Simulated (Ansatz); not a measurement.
## TiCo under changes of volume

One of the cells (13.313 Å³/atom); the others are scaled copies at fixed shape and fractional positions:

```
Co Ti
1.0
     2.98611    0.00000    0.00000
     0.00000    2.98611    0.00000
     0.00000    0.00000    2.98611
Co Ti
1 1
Direct
  0.50000 0.50000 0.50000
  0.00000 0.00000 0.00000
```

The cell comes from a database or a generator and needn't be the stable form of this composition.

* Program: Ansatz 0.2.0
* Functional: LDA
* Potentials or basis: Ansatz PAW
* Cutoff: 420 eV (not typed: the program's choice for these potentials)
* k mesh: 9 × 9 × 9
* Occupations: fermi-dirac, width 0.05 eV
* Spin: collinear spin, ferromagnetic start
* Starting moments: [2.0, 1.0] μB

| volume (Å³/atom) | energy over the lowest point (meV/atom) | pressure (GPa) | moment (μB per cell) |
| --- | --- | --- | --- |
| 12.515 | 0.00 | -4.5 | 0.44 |
| 12.781 | 10.74 | -8.3 | 0.45 |
| 13.047 | ? | ? | ? |
| 13.313 | 49.63 | -14.7 | 0.49 |
| 13.580 | 76.53 | -17.4 | 0.51 |
| 13.846 | 107.67 | -19.8 | 0.53 |
| 14.112 | 142.61 | -21.9 | 0.56 |

Question: What does the run at 13.047 Å³/atom give?

Answer: Energy over the lowest point 27.49 meV/atom; pressure -11.7 GPa; moment 0.47 μB per cell.

Worked out: A Birch-Murnaghan fit of order 3 (a polynomial in V^(-2/3)) to the other rows has its minimum at 12.23 Å³/atom, just outside them, with B0 = V·E''(V) = 209 GPa and B' = 4.2. It gives 27.51 meV/atom at 13.047 Å³/atom, against the run's 27.49, and -dE/dV = -11.8 GPa, against -11.7. A straight line through the other rows of the moment, of slope 0.0747 μB per Å³/atom, gives 0.47 μB, against the run's 0.47.

Energies are extrapolated to zero smearing.

Caveats: the PAW data sets come from PBE, with cores solved anew for the run's functional, which leaves a small shift of forces and pressure.
